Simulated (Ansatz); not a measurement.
Crystal: PbO2.

```
Pb O
1.0
     4.99496    0.00000    0.00000
     0.00000    4.99496    0.00000
     0.00000    0.00000    3.40900
Pb O
2 4
Direct
  0.50000 0.50000 0.50000
  0.00000 0.00000 0.00000
  0.69257 0.69257 0.00000
  0.80743 0.19257 0.50000
  0.19257 0.80743 0.50000
  0.30743 0.30743 0.00000
```

The cell is a database's computed one.

Base run:

* Program: Ansatz 0.2.0
* Functional: PBE
* Potentials or basis: Ansatz NC
* Cutoff: 1240 eV (not typed: the program's choice for these potentials)
* k mesh: 6 × 6 × 8
* Occupations: fermi-dirac, width 0.05 eV
* Spin: no spin polarisation

Its results: pressure 5.8 GPa; largest force 0.042 eV/Å.

The run is repeated on the same cell with these changes: potentials or basis from Ansatz NC to PseudoDojo standard (PBE files); cutoff from 1240 eV (not typed: the program's choice for these potentials) to 1143 eV. What comes out?

Pressure 5.3 GPa; largest force 0.033 eV/Å.
